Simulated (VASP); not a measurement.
# Interstitial B in a supercell of Si, part 2 of 2

How easily does interstitial B form in Si? The host is relaxed first, then a supercell is run with and without the defect.

VASP 6.6.1, plane waves and PAW; the level of theory is named at each step.

So far. Step 5 (Reference B): The run ended after 7 ionic steps, 0.023 eV below its first step, once forces and stress met EDIFFG = -0.02. Step 5 (Reference B): Energy at zero smearing: -84.39736 eV.

## (7) The defect cell

This step: PBEsol; plane waves and PAW (Si, B) (VASP 6.6.1).

This cell carries charge +1, set by NELECT and balanced by a uniform background.

File INCAR:

```
SYSTEM = Si64B
PREC = Normal
ENCUT = 320
EDIFF = 1E-05
NELM = 120
ISMEAR = 0
SIGMA = 0.05
LREAL = Auto
ALGO = Fast
GGA = PS
NELECT = 258
NBANDS = 176
LORBIT = 11
LWAVE = True
LCHARG = .FALSE.
KPAR = 4
NCORE = 2
LASPH = .TRUE.
IBRION = 2
NSW = 50
ISIF = 2
EDIFFG = -0.03
POTIM = 0.4
MAXMIX = 40
ISYM = 0
```

File POSCAR:

```
Si64B
1.0
   10.8774530944      0.0000000000      0.0000000000
    0.0000000000     10.8774530944      0.0000000000
    0.0000000000      0.0000000000     10.8774530944
Si B
64 1
Direct
    0.5000000000      0.0000000000      0.0000000000
    0.7500000000      0.2500000000      0.0000000000
    0.7500000000      0.0000000000      0.2500000000
    0.0000000000      0.0000000000      0.0000000000
    0.2479688600      0.2495506900      0.9986703200
    0.5000000000      0.5000000000      0.0000000000
    0.7500000000      0.7500000000      0.0000000000
    0.2492398900      0.0035690300      0.2527765400
    0.4925226200      0.2447901000      0.2495179800
    0.7500000000      0.5000000000      0.2500000000
    0.5000000000      0.0000000000      0.5000000000
    0.7500000000      0.2500000000      0.5000000000
    0.7500000000      0.0000000000      0.7500000000
    0.0000000000      0.5000000000      0.0000000000
    0.2500000000      0.7500000000      0.0000000000
    0.0002633400      0.2500981500      0.2486036500
    0.2516375600      0.5024578400      0.2508849000
    0.5000000000      0.7500000000      0.2500000000
    0.0000000000      0.0000000000      0.5000000000
    0.2499446700      0.2465559500      0.4991342700
    0.5000000000      0.5000000000      0.5000000000
    0.7500000000      0.7500000000      0.5000000000
    0.2500000000      0.0000000000      0.7500000000
    0.5000000000      0.2500000000      0.7500000000
    0.7500000000      0.5000000000      0.7500000000
    0.0000000000      0.7500000000      0.2500000000
    0.0000000000      0.5000000000      0.5000000000
    0.2500000000      0.7500000000      0.5000000000
    0.0000000000      0.2500000000      0.7500000000
    0.2500000000      0.5000000000      0.7500000000
    0.5000000000      0.7500000000      0.7500000000
    0.0000000000      0.7500000000      0.7500000000
    0.6250000000      0.1250000000      0.1250000000
    0.8750000000      0.3750000000      0.1250000000
    0.8750000000      0.1250000000      0.3750000000
    0.1260561200      0.1225847600      0.1208235100
    0.3798358300      0.3746930600      0.1231009400
    0.6250000000      0.6250000000      0.1250000000
    0.8750000000      0.8750000000      0.1250000000
    0.3762950700      0.1221486000      0.3768365200
    0.6250000000      0.3750000000      0.3750000000
    0.8750000000      0.6250000000      0.3750000000
    0.6250000000      0.1250000000      0.6250000000
    0.8750000000      0.3750000000      0.6250000000
    0.8750000000      0.1250000000      0.8750000000
    0.1250000000      0.6250000000      0.1250000000
    0.3750000000      0.8750000000      0.1250000000
    0.1290183000      0.3748533200      0.3748513400
    0.3750000000      0.6250000000      0.3750000000
    0.6250000000      0.8750000000      0.3750000000
    0.1250000000      0.1250000000      0.6250000000
    0.3750000000      0.3750000000      0.6250000000
    0.6250000000      0.6250000000      0.6250000000
    0.8750000000      0.8750000000      0.6250000000
    0.3750000000      0.1250000000      0.8750000000
    0.6250000000      0.3750000000      0.8750000000
    0.8750000000      0.6250000000      0.8750000000
    0.1250000000      0.8750000000      0.3750000000
    0.1250000000      0.6250000000      0.6250000000
    0.3750000000      0.8750000000      0.6250000000
    0.1250000000      0.3750000000      0.8750000000
    0.3750000000      0.6250000000      0.8750000000
    0.6250000000      0.8750000000      0.8750000000
    0.1250000000      0.8750000000      0.8750000000
    0.2526536200      0.2425222800      0.2501150200
```

File KPOINTS:

```
Automatic mesh
0
Gamma
2 2 2
0 0 0
```

The projector-augmented-wave data sets are Si and B (PBE family, release 64).

Command:

```
mpirun -np 8 vasp_std
```

The job ended after 7.4 min (8 MPI ranks of AMD EPYC 7R43, shared host; peak memory 3.8 GiB; 59 min of CPU time).

The steps of the relaxation:

```
step  energy less that of the first step (eV)  largest force (eV/Å)
   1                                   0.0000                1.2927
   2                                  -0.1878                0.5435
   3                                  -0.2091                0.2619
   4                                  -0.2306                0.1567
   5                                  -0.2380                0.0981
   6                                  -0.2444                0.0698
   7                                  -0.2470                0.0808
   8                                  -0.2510                0.0442
   9                                  -0.2514                0.0476
  10                                  -0.2526                0.0377
  11                                  -0.2528                0.0309
  12                                  -0.2536                0.0326
  13                                  -0.2538                0.0373
  14                                  -0.2543                0.0237
```

The atoms that moved most (Å):

```csv
atom,dx,dy,dz,length
Si9,0.107,0.051,0.005,0.119
Si37,-0.072,-0.011,0.036,0.081
Si8,0.003,-0.073,-0.030,0.079
Si36,-0.002,0.043,0.051,0.066
Si20,-0.003,0.036,0.047,0.059
Si40,-0.025,0.034,-0.017,0.046
Si16,-0.036,0.001,0.013,0.038
Si48,-0.018,-0.020,-0.024,0.036
```

This step gave:

```yaml
electronic_cycles: 78
electrons: 258
free_energy_toten: -377.0786 eV
fermi_energy: 6.033 eV
```

The run ended after 14 ionic steps, 0.254 eV below its first step, once the forces on the free atoms met EDIFFG = -0.03.

After the relaxation B lies 0.09 Å from the centre of its site, and its nearest atoms are 4 Si at 2.28 to 2.38 Å.

## (8) Putting the energies together

This step: point defect, PBEsol; plane waves and PAW (VASP 6.6.1).

No new run; the numbers come from the runs before.

This step gave:

- formation energy of the neutral defect: 3.485 eV
- gap of the perfect supercell, on its mesh: 0.5109 eV
- dielectric constant in the correction: 15.52

Formation energies (B from its element), with the Fermi level at the valence top and at the conduction bottom (gap 0.51 eV):

```csv
charge,at valence top (eV),at conduction bottom (eV),correction included (eV)
0,3.48,3.48,0.00
+1,3.36,3.87,0.08
```

```csv
Fermi level (eV),lowest formation energy (eV)
0.00,3.36
0.05,3.40
0.09,3.45
0.14,3.48
0.19,3.48
0.23,3.48
0.28,3.48
0.33,3.48
0.37,3.48
0.42,3.48
0.46,3.48
0.51,3.48
```

The formation energy is the energy of the relaxed defect cell less that of the perfect cell, with each removed atom booked to its reference and each added atom taken from it. For charge q, q times the Fermi level (the perfect cell's valence-band top plus E_F) and an image-charge term are added.

References, in eV an atom: B -7.033 (crystal R-3m) and Si -5.743 (the host). They were run at the supercell's cutoff and functional, without U, and count both elements from their own phases.

By charge state:

| charge | formation energy, Fermi level at the valence-band top (eV) | of which image charge (eV) | shift of the far core potentials (eV) | moment (μB) | largest move from the displaced start (Å) |
| --- | --- | --- | --- | --- | --- |
| 0 | 3.485 | 0.000 | 0.056 | 0.00 | 1.06 |
| +1 | 3.357 | 0.083 | 0.107 | no spin | 0.12 |

The image-charge term is the point-charge Madelung energy over a dielectric constant of 15.52 (electrons and ions), scaled by 1 − (1 − 1/ε)/3. The potential shift aligns the single-particle levels and is not added to the energies; levels within 0.4 eV of an edge, or in cells whose shift exceeds 0.2 eV, are left out, since at this cell size they may be band states; some may be the defect's own. The shift reaches 0.11 eV here; since it is left out, levels between charges can be wrong by as much, and with them the order of the charges.

Levels between neighbouring charges run, above the valence-band top: (+1/0) at 0.13 eV. The gap of the perfect cell on its mesh is 0.51 eV; a level outside it means that one of its two charges is never the lower one for a Fermi level in the gap.

## (9) Results

| Quantity | Value |
| --- | --- |
| formation energy at charge 0 | 3.485 eV |
| formation energy at charge +1 | 3.357 eV |
| gap of the perfect supercell, on its mesh | 0.511 eV |

Interstitial B costs 3.48 eV at charge 0 and 3.36 eV at charge +1 with the Fermi level at the valence-band top at the one site run, which need not be the lowest, with every exchanged atom at the energy of its element. At charge +1: After the relaxation B lies 0.09 Å from the centre of its site, and its nearest atoms are 4 Si at 2.28 to 2.38 Å. With the Fermi level at the valence-band top the lowest of the charge states run is +1, and at the conduction-band bottom 0. Semilocal functionals make the gap too small, so transition levels near the band edges are uncertain. Atoms lie up to 0.97 Å apart between the charge states, so they relaxed to different structures, or to copies of one under the host's symmetry, and each may be only a local minimum. The supercell of 64 atoms is small, so interactions between images remain. A relaxation stopped short of its threshold, at a residual force of 0.10 eV/Å, so the energy of that state, where it is used, is an upper bound.

Calculation against experiment:

| quantity | measured | PBEsol |
| --- | --- | --- |
| band gap (gap on the k-mesh) (eV) | 1.12 | 0.46 (-0.66 eV) |

Measured values from pmc:6179974 (2018).

Verdict: The band gap is off by -0.66 eV. Local and semilocal functionals usually give gaps below the measured ones. The computed gap is read on a k-mesh, which can miss the band edges. An optical gap can lie under the band gap by the exciton's binding. Zero-point and thermal motion shift the measured gap.

[Lines on the potential files, build, host, timing and source positions are cut from VASP's logs without a mark.]

[Logs are printed without paths, hosts, clocks, repeated set-up lines and the standing remarks that a program may print on its own settings, such as how far it seeks lower states.]

[Hosts, paths, dates, database ids (printed as entryN), source tags and the programs' standing remarks are cut or masked in the printed files.]

[In band tables of VASP the shares of atoms and orbitals are scaled to a sum of 1 inside the atoms' spheres.]

[Runs that stopped without an error message from VASP are left out.]
